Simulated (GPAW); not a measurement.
Runs of GPAW 26.7.0 on Si2Mo. Symmetry: I4/mmm, No. 139, tetragonal system. Conventional cell: a = 3.200 Å, b = 3.200 Å, c = 7.861 Å, α = 90.00°, β = 90.00°, γ = 90.00°. Around Mo (site symmetry 4/mmm) lie 10 Si at 2.62 Å. Around Si (site symmetry 4mm) lie 5 Si at 2.61 to 2.63 Å and 5 Mo at 2.62 Å. 

```tsv
task	level	potentials or basis	cell	k mesh	smearing	band path	band points	optimizer	fmax	max steps	mesh quality	gap on the mesh (eV)	pressure (GPa)	largest force (eV/Å)
band structure	PBE	PAW data sets generated in the run's folder for this functional, pw	as given	8 × 8 × 8	fermi-dirac 0.05 eV	GXYSGZS1NPY1Z,XP	80	-	-	-	not flagged	-	2.8	0.30
single point	PBE	GPAW PAW data sets (gpaw-data 1.2.1), pw	as given	12 × 12 × 12	gaussian 0.013 eV	-	-	-	-	-	not flagged	none	2.8	0.26
single point	PBE	GPAW PAW data sets (gpaw-data 1.2.1), pw	as given	12 × 12 × 12	gaussian 0.018 eV	-	-	-	-	-	not flagged	none	2.8	0.26
band structure	revPBE	the program's PAW data sets (release 1.2.1) made for this functional, pw	as given	12 × 12 × 12	fermi-dirac 0.05 eV	GXYSGZS1NPY1Z,XP	60	-	-	-	not flagged	-	4.9	(a)
single point	PBEsol	PAW data sets generated in the run's folder for this functional, pw	the cell as VASP's run set it	12 × 12 × 12	gaussian 0.1 eV	-	-	-	-	-	not flagged	none	-2.1	0.31
single point	PBE	GPAW PAW data sets (gpaw-data 1.2.1), pw	as given	12 × 12 × 12	gaussian 0.019 eV	-	-	-	-	-	not flagged	none	2.8	0.26
single point	PBE	GPAW PAW data sets (gpaw-data 1.2.1), pw	as given	12 × 12 × 12	gaussian 0.028 eV	-	-	-	-	-	not flagged	none	2.8	0.26
single point	PBE	GPAW PAW data sets (gpaw-data 1.2.1), pw	as given	12 × 12 × 12	gaussian 0.03 eV	-	-	-	-	-	not flagged	none	2.8	0.26
single point	PBE	GPAW PAW data sets (gpaw-data 1.2.1), pw	as given	12 × 12 × 12	gaussian 0.022 eV	-	-	-	-	-	not flagged	none	2.8	0.26
relaxation of cell and atoms	PBE+D3	GPAW PAW data sets (gpaw-data 1.2.1), pw	relaxed	7 × 7 × 7	fermi-dirac 0.05 eV	-	-	LBFGS	0.01 eV/Å	60	coarse	none	0.0	-
single point	PBEsol	PAW data sets generated in the run's folder for this functional, pw	as given	12 × 12 × 12	gaussian 0.05 eV	-	-	-	-	-	not flagged	none	-2.1	0.31
```

Alike in all rows: no spin polarisation; cutoff (eV) 600.

Question: Estimate the missing entries.

Answer: (a) 0.24.

Caveats: some runs use coarse meshes; later steps reuse the first step's grids (some runs); pairwise dispersion overbinds metals, which lowers pressure and volume (some runs).

A k mesh can miss the band edges, and the runs leave out spin-orbit coupling on Mo.

A gap of «none» marks a metal or a gap under the smearing width.

Not every run made on this cell is shown here.
